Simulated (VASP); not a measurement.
# GaS (P6_3/mmc) in VASP: settings compared

One crystal, GaS, is run at these levels: PBE+D3(BJ), r2SCAN; tasks: relaxation of cell and atoms.

All numbers are computed with VASP 6.6.1; they aren't measurements. Logs are shortened: lines on timing, memory, paths and dates and some standing lists are left out, and cuts for length are marked.

### Step 1. The structure

It takes space group P6_3/mmc (No. 194, hexagonal). Conventional cell: a = 3.588 Å, b = 3.588 Å, c = 15.423 Å, α = 90.00°, β = 90.00°, γ = 120.00°. Around Ga (site symmetry 3m) lie 3 S at 2.34 Å and 1 Ga at 2.45 Å. Around S (site symmetry 3m) lie 3 Ga at 2.34 Å.

### Step 2. Relaxation of cell and atoms, PBE+D3(BJ)

Input file INCAR:

```
SYSTEM = GaS
PREC = Accurate
ENCUT = 600
EDIFF = 1E-7
ISMEAR = 0
SIGMA = 0.03
LREAL = .False.
LASPH = .True.
NELM = 80
ALGO = Normal
ISIF = 3
LWAVE = .False.
LCHARG = .False.
GGA = PE
IVDW = 12
IBRION = 2
NSW = 90
EDIFFG = -0.005
KPAR = 2
```

Input file KPOINTS:

```
Automatic mesh
0
Gamma
  9 9 2
  0 0 0
```

Input file POSCAR:

```
GaS                                     
1.0
    3.5881281483     -0.0000000000     -0.0000000000
   -1.7940640742      3.1074101285      0.0000000000
   -0.0000000000     -0.0000000000     15.4225057254
  Ga              S             
     4     4
Direct
     0.3333333332999970    0.6666666667000030    0.1706235578836870
     0.6666666667000030    0.3333333332999970    0.6706235578836870
     0.3333333332999970    0.6666666667000030    0.3293764421163130
     0.6666666667000030    0.3333333332999970    0.8293764421163130
     0.3333333332999970    0.6666666667000030    0.5999385165972416
     0.6666666667000030    0.3333333332999970    0.0999385165972416
     0.3333333332999970    0.6666666667000030    0.9000614834027584
     0.6666666667000030    0.3333333332999970    0.4000614834027584
```

Potentials or basis: VASP PAW PBE potentials, release 64 (Ga_d, S).

On the command line:

```bash
$ cat potpaw_PBE.64/Ga_d/POTCAR potpaw_PBE.64/S/POTCAR > POTCAR
$ mpirun -np 2 vasp_std > vasp.out
```

OUTCAR:

```text
SYSTEM = GaS
   PREC = Accurate
   ENCUT = 600
   EDIFF = 1E-7
   ISMEAR = 0
   LREAL = .False.
   LASPH = .True.
   NELM = 80
   ISIF = 3
   GGA = PE
   IVDW = 12
   IBRION = 2
   NSW = 90
   EDIFFG = -0.005
 IVDW          = 12

 ion  position               nearest neighbor table
   1  0.333  0.667  0.171-   6 2.34   6 2.34   6 2.34   3 2.45
   2  0.667  0.333  0.671-   5 2.34   5 2.34   5 2.34   4 2.45
   3  0.333  0.667  0.329-   8 2.34   8 2.34   8 2.34   1 2.45
   4  0.667  0.333  0.829-   7 2.34   7 2.34   7 2.34   2 2.45
   5  0.333  0.667  0.600-   2 2.34   2 2.34   2 2.34
   6  0.667  0.333  0.100-   1 2.34   1 2.34   1 2.34
   7  0.333  0.667  0.900-   4 2.34   4 2.34   4 2.34
   8  0.667  0.333  0.400-   3 2.34   3 2.34   3 2.34

  LATTYP: Found a hexagonal cell.
 ALAT       =     3.5881281483
 C/A-ratio  =     4.2982037118

  Lattice vectors:

 A1 = (   3.5881281483,   0.0000000000,   0.0000000000)
 A2 = (  -1.7940640742,   3.1074101285,   0.0000000000)
 A3 = (   0.0000000000,   0.0000000000,  15.4225057254)

Analysis of symmetry for initial positions (statically):
=====================================================================
 Subroutine PRICEL returns:
 Original cell was already a primitive cell.

 Routine SETGRP: Setting up the symmetry group for a
 hexagonal supercell.

 Subroutine GETGRP returns: Found 24 space group operations
 (whereof 12 operations were pure point group operations)
 out of a pool of 24 trial point group operations.

The static configuration has the point symmetry D_3d.
 The point group associated with its full space group is D_6h.

Analysis of symmetry for dynamics (positions and initial velocities):
=====================================================================
 Subroutine PRICEL returns:
 Original cell was already a primitive cell.

 Routine SETGRP: Setting up the symmetry group for a
 hexagonal supercell.

 Subroutine GETGRP returns: Found 24 space group operations
 (whereof 12 operations were pure point group operations)
 out of a pool of 24 trial point group operations.

The dynamic configuration has the point symmetry D_3d.
 The point group associated with its full space group is D_6h.
[... 183 lines left out ...]
    -1.794064074  3.107410129  0.000000000     0.000000000  0.321811399  0.000000000
     0.000000000  0.000000000 15.422505725     0.000000000  0.000000000  0.064840307

 POSITION                                       TOTAL-FORCE (eV/Angst)
 -----------------------------------------------------------------------------------
     -0.00000      2.07161      2.63144         0.000000     -0.000000      0.000781
      1.79406      1.03580     10.34270        -0.000000      0.000000      0.000781
     -0.00000      2.07161      5.07981         0.000000     -0.000000     -0.000781
      1.79406      1.03580     12.79106        -0.000000      0.000000     -0.000781
     -0.00000      2.07161      9.25256        -0.000000      0.000000      0.006935
      1.79406      1.03580      1.54130         0.000000     -0.000000      0.006935
     -0.00000      2.07161     13.88120        -0.000000      0.000000     -0.006935
      1.79406      1.03580      6.16995         0.000000     -0.000000     -0.006935
 -----------------------------------------------------------------------------------
    total drift:                               -0.000000      0.000000      0.000000

  FREE ENERGIE OF THE ION-ELECTRON SYSTEM (eV)
  ---------------------------------------------------
  free  energy   TOTEN  =       -35.3997769624 eV

  energy  without entropy=      -35.3997769624  energy(sigma->0) =      -35.39977696

--------------------------------------- Ionic step        2  -------------------------------------------

 number of electron      75.9999988 magnetization

 Free energy of the ion-electron system (eV)
  ---------------------------------------------------
  ext. energy  EPLUGINS =         0.00000000
  ---------------------------------------------------
  free energy    TOTEN  =       -33.20976668 eV

  energy without entropy =      -33.20976668  energy(sigma->0) =      -33.20976668

 E-fermi :   4.1482     XC(G=0):  -9.5111

 val. band max:        3.9856667632   @ k =   0.0000   0.0000   0.0000
 cond. band min:       5.5591489540   @ k =   0.4444  -0.0000   0.0000
 fundamental gap:      1.5734821908
 Fermi energy:         4.1481660139

 k-point     1 :       0.0000    0.0000    0.0000
  band No.  band energies     occupation
      1     -10.9914      2.00000
      2     -10.9883      2.00000
      3     -10.8609      2.00000
      4     -10.8609      2.00000
      5     -10.8608      2.00000
      6     -10.8608      2.00000
[... 1141 lines left out ...]
     44       8.3823      0.00000
     45       9.0425      0.00000

------------------------ aborting loop because EDIFF is reached ----------------------------------------

 Edisp (eV)   -2.19002

 E8    (eV) :    -0.9106

  FORCE on cell =-STRESS in cart. coord.  units (eV):
  Direction    XX          YY          ZZ          XY          YZ          ZX
  --------------------------------------------------------------------------------------
  -------------------------------------------------------------------------------------
  Total       0.00793     0.00793     0.01143    -0.00000     0.00000     0.00000
  in kB       0.07384     0.07384     0.10648    -0.00000     0.00000     0.00000
  external pressure =        0.08 kB  Pullay stress =        0.00 kB

 VOLUME and BASIS-vectors are now :
 -----------------------------------------------------------------------------
  energy-cutoff  :      600.00
  volume of cell :      171.97
      direct lattice vectors                 reciprocal lattice vectors
     3.588243416 -0.000000000  0.000000000     0.278687894  0.160900531  0.000000000
    -1.794121708  3.107509953 -0.000000000     0.000000000  0.321801061  0.000000000
    -0.000000000  0.000000000 15.422783090    -0.000000000  0.000000000  0.064839141

 POSITION                                       TOTAL-FORCE (eV/Angst)
 -----------------------------------------------------------------------------------
     -0.00000      2.07167      2.63153        -0.000000     -0.000000      0.002361
      1.79412      1.03584     10.34292         0.000000      0.000000      0.002361
     -0.00000      2.07167      5.07986        -0.000000     -0.000000     -0.002361
      1.79412      1.03584     12.79126        -0.000000     -0.000000     -0.002361
     -0.00000      2.07167      9.25306         0.000000      0.000000      0.004870
      1.79412      1.03584      1.54166         0.000000     -0.000000      0.004870
     -0.00000      2.07167     13.88112         0.000000      0.000000     -0.004870
      1.79412      1.03584      6.16973        -0.000000      0.000000     -0.004870
 -----------------------------------------------------------------------------------
    total drift:                               -0.000000      0.000000      0.000000

  FREE ENERGIE OF THE ION-ELECTRON SYSTEM (eV)
  ---------------------------------------------------
  free  energy   TOTEN  =       -35.3997863314 eV

  energy  without entropy=      -35.3997863314  energy(sigma->0) =      -35.39978633

 reached required accuracy - stopping structural energy minimisation
```

Run time: 3.7 min. Hardware: 2 MPI ranks of Intel Xeon Platinum 8488C (Sapphire Rapids), shared host; peak memory 0.45 GiB.

What came out:

```
Free energy                  : -35.3998 eV
Energy gained by relaxing    : 0.0 meV/atom
Ionic steps                  : 2
Pressure after relaxing      : 0.0 GPa
Largest force after relaxing : 0.005 eV/Å
Band gap on the k mesh       : 1.57 eV, indirect (least direct gap 1.67 eV)
Dispersion energy per atom   : -0.274 eV
```

Forces in eV/Å, atoms in the order of the input:
```
Ga   0.000  0.000  0.002
Ga   0.000  0.000  0.002
Ga   0.000  0.000 -0.002
Ga   0.000  0.000 -0.002
S    0.000  0.000  0.005
S    0.000  0.000  0.005
S    0.000  0.000 -0.005
S    0.000  0.000 -0.005
```

Final structure:
```xyz
8
Lattice="3.5882 0.0000 0.0000 -1.7941 3.1075 0.0000 0.0000 0.0000 15.4228" Properties=species:S:1:pos:R:3 pbc="T T T"
Ga    0.0000    2.0717    2.6315
Ga    1.7941    1.0358   10.3429
Ga    0.0000    2.0717    5.0799
Ga    1.7941    1.0358   12.7913
S     0.0000    2.0717    9.2531
S     1.7941    1.0358    1.5417
S     0.0000    2.0717   13.8811
S     1.7941    1.0358    6.1697
```

Levels at points of the mesh, in eV from the valence-band top:
| k point | band 34 | band 35 | band 36 | band 37 | band 38 | band 39 | band 40 | band 41 | band 42 | band 43 |
| --- | --- | --- | --- | --- | --- | --- | --- | --- | --- | --- |
| (0.00, 0.00, 0.00) | -1.51 | -1.46 | -1.41 | -1.41 | 0.00 | 1.67 | 2.37 | 2.84 | 3.06 | 4.61 |
| (0.00, 0.00, 0.50) | -1.44 | -1.44 | -1.44 | -0.73 | -0.73 | 2.11 | 2.11 | 2.93 | 2.93 | 4.67 |

Caveat: an odd mesh through Γ misses points on the zone boundary, where band edges often lie.

### Step 3. Relaxation of cell and atoms, r2SCAN

This run uses another cell than the first one, of 21.57 Å³/atom, 1.003 times its volume.

Input file INCAR:

```
PREC = Accurate
ENCUT = 600
EDIFF = 1E-6
ISMEAR = 0
SIGMA = 0.03
LREAL = F
LASPH = T
NELM = 80
ALGO = Normal
ISIF = 3
LWAVE = F
LCHARG = F
METAGGA = R2SCAN
LMIXTAU = T
IBRION = 2
NSW = 90
EDIFFG = -0.01
KPAR = 2
```

Input file KPOINTS:

```
Automatic mesh
0
Gamma
  9 9 2
```

Input file POSCAR:

```
GaS
1.0
    3.5850000000      0.0000000000      0.0000000000
   -1.7925000000      3.1047010726      0.0000000000
    0.0000000000      0.0000000000     15.5000000000
Ga S
4 4
Direct
    0.3333333333      0.6666666667      0.1700000000
    0.6666666667      0.3333333333      0.6700000000
    0.3333333333      0.6666666667      0.3300000000
    0.6666666667      0.3333333333      0.8300000000
    0.3333333333      0.6666666667      0.6000000000
    0.6666666667      0.3333333333      0.1000000000
    0.3333333333      0.6666666667      0.9000000000
    0.6666666667      0.3333333333      0.4000000000
```

Potentials or basis: VASP PAW PBE potentials, release 64 (Ga_d, S).

On the command line:

```bash
$ cat potpaw_PBE.64/Ga_d/POTCAR potpaw_PBE.64/S/POTCAR > POTCAR
$ mpirun -np 2 vasp_std > vasp.out
```

It took 75 min on 2 MPI ranks of Intel Xeon Platinum 8488C (Sapphire Rapids), shared host; peak memory 0.49 GiB.

Results (log left out):

```yaml
Free_energy: -84.0131 eV
Relaxed_volume: 22.43 Å³/atom
Relaxed_cell: a = 3.594 Å, b = 3.594 Å, c = 16.040 Å, α = 90.00°, β = 90.00°, γ = 120.00°
Space_group_after_relaxing_to_0.05_Å: P6_3/mmc (No. 194)
Energy_gained_by_relaxing: 5.7 meV/atom
Ionic_steps: 17
Pressure_after_relaxing: 0.0 GPa
Largest_force_after_relaxing: 0.009 eV/Å
Band_gap_on_the_k_mesh: 2.11 eV, indirect (least direct gap 2.33 eV)
```

Forces on the atoms (eV/Å):
```
Ga   0.000  0.000 -0.009
Ga   0.000  0.000 -0.009
Ga   0.000  0.000  0.009
Ga   0.000  0.000  0.009
S    0.000  0.000  0.007
S    0.000  0.000  0.007
S    0.000  0.000 -0.007
S    0.000  0.000 -0.007
```

Step by step:
```
step  energy change (eV)  largest force (eV/Å)  pressure (GPa)  volume (Å³)
   1              0.0000                0.2164           -0.15       172.52
   2             -0.0125                0.1391            0.18       172.02
   3             -0.0140                0.1069            0.35       171.81
   4             -0.0197                0.0900            0.12       172.92
   5             -0.0261                0.0981           -0.39       175.81
   6             -0.0302                0.1072           -0.25       175.87
   7             -0.0348                0.1239            0.03       175.96
   8             -0.0372                0.1779            0.65       176.12
   9             -0.0391                0.1495            0.61       176.47
  10             -0.0432                0.0755            0.55       177.52
  11             -0.0429                0.1151            0.35       179.61
  12             -0.0441                0.0513            0.43       178.76
  13             -0.0442                0.0385            0.44       178.48
  14             -0.0452                0.0249            0.23       178.88
  15             -0.0456                0.0204            0.01       179.37
  16             -0.0456                0.0197           -0.01       179.40
  17             -0.0456                0.0093           -0.01       179.40
```

Final structure:
```
CELL_PARAMETERS angstrom
3.59376 0.00000 0.00000
-1.79688 3.11228 0.00000
0.00000 0.00000 16.03987
ATOMIC_POSITIONS crystal
Ga 0.33333 0.66667 0.17384
Ga 0.66667 0.33333 0.67384
Ga 0.33333 0.66667 0.32616
Ga 0.66667 0.33333 0.82616
S 0.33333 0.66667 0.60722
S 0.66667 0.33333 0.10722
S 0.33333 0.66667 0.89278
S 0.66667 0.33333 0.39278
```

Levels at points of the mesh, in eV from the valence-band top:
```csv
k point,band 36,band 37,band 38,band 39,band 40,band 41
"(0.00, 0.00, 0.00)",-1.39,-1.11,0.00,2.33,2.85,3.51
"(0.00, 0.00, 0.50)",-1.41,-0.55,-0.55,2.63,2.63,3.57
```

Caveat: the PAW data sets were made with another functional, which shifts forces and pressure a little; an odd mesh through Γ misses points on the zone boundary, where band edges often lie.

### Step 4. Relaxation of cell and atoms, r2SCAN

This run uses another cell than the first one, of 22.43 Å³/atom, 1.043 times its volume.

Edit INCAR of step 3 so:

```diff
@@ -2,3 +2,3 @@
 ENCUT = 600
-EDIFF = 1E-6
+EDIFF = 1E-7
 ISMEAR = 0
@@ -16,3 +16,3 @@
 NSW = 90
-EDIFFG = -0.01
+EDIFFG = -0.005
 KPAR = 2
```

KPOINTS is that of step 3.

Input file POSCAR:

```
GaS                                     
1.0
    3.5937558214     -0.0000000000      0.0000000000
   -1.7968779107      3.1122838363      0.0000000000
    0.0000000000     -0.0000000000     16.0398748970
  Ga              S             
     4     4
Direct
     0.3333333332999970    0.6666666667000030    0.1738420002456976
     0.6666666667000030    0.3333333332999970    0.6738420002456977
     0.3333333332999970    0.6666666667000030    0.3261579997543024
     0.6666666667000030    0.3333333332999970    0.8261579997543023
     0.3333333332999970    0.6666666667000030    0.6072233010977875
     0.6666666667000030    0.3333333332999970    0.1072233010977878
     0.3333333332999970    0.6666666667000030    0.8927766989022125
     0.6666666667000030    0.3333333332999970    0.3927766989022123
```

On the command line:

```bash
$ cat potpaw_PBE.64/Ga_d/POTCAR potpaw_PBE.64/S/POTCAR > POTCAR
$ mpirun -np 2 vasp_std > vasp.out
```

It took 72 min on 2 MPI ranks of Intel Xeon Platinum 8488C (Sapphire Rapids), shared host; peak memory 0.5 GiB.

It converged, with:

* Free energy: -84.0154 eV
* Relaxed volume: 22.52 Å³/atom
* Relaxed cell: a = 3.593 Å, b = 3.593 Å, c = 16.113 Å, α = 90.00°, β = 90.00°, γ = 120.00°
* Space group after relaxing (to 0.05 Å): P6_3/mmc (No. 194)
* Energy gained by relaxing: 0.0 meV/atom
* Ionic steps: 17
* Pressure after relaxing: 0.0 GPa
* Band gap on the k mesh: 2.14 eV, indirect (least direct gap 2.36 eV)

The path:
```
step  energy change (eV)  largest force (eV/Å)  pressure (GPa)  volume (Å³)
   1              0.0000                0.0055            0.00       179.40
   2              0.0000                0.0062            0.01       179.41
   3              0.0000                0.0068            0.01       179.41
   4              0.0000                0.0095            0.01       179.41
   5              0.0000                0.0072            0.01       179.44
   6             -0.0001                0.0102           -0.01       179.52
   7              0.0000                0.0207           -0.04       179.68
   8             -0.0001                0.0153           -0.03       179.60
   9             -0.0001                0.0151           -0.02       179.60
  10             -0.0001                0.0146           -0.02       179.63
  11             -0.0001                0.0135           -0.01       179.67
  12             -0.0002                0.0115            0.02       179.76
  13             -0.0002                0.0152            0.07       179.95
  14             -0.0002                0.0119            0.03       179.81
  15             -0.0002                0.0069            0.02       179.89
  16             -0.0003                0.0067            0.02       180.08
  17             -0.0002                0.0018           -0.01       180.17
```

Final structure:
```
CELL_PARAMETERS angstrom
3.59326 0.00000 0.00000
-1.79663 3.11186 0.00000
0.00000 0.00000 16.11283
ATOMIC_POSITIONS crystal
Ga 0.33333 0.66667 0.17418
Ga 0.66667 0.33333 0.67418
Ga 0.33333 0.66667 0.32582
Ga 0.66667 0.33333 0.82582
S 0.33333 0.66667 0.60784
S 0.66667 0.33333 0.10784
S 0.33333 0.66667 0.89216
S 0.66667 0.33333 0.39216
```

Levels at points of the mesh, in eV from the valence-band top:
```tsv
k point	band 34	band 35	band 36	band 37	band 38	band 39	band 40	band 41	band 42	band 43
(0.00, 0.00, 0.00)	-1.42	-1.37	-1.37	-1.08	0.00	2.36	2.87	3.54	3.66	5.13
(0.00, 0.00, 0.50)	-1.39	-1.39	-1.39	-0.53	-0.53	2.65	2.65	3.59	3.59	5.16
```

Caveat: the PAW data sets were made with another functional, which shifts forces and pressure a little; an odd mesh through Γ misses points on the zone boundary, where band edges often lie.
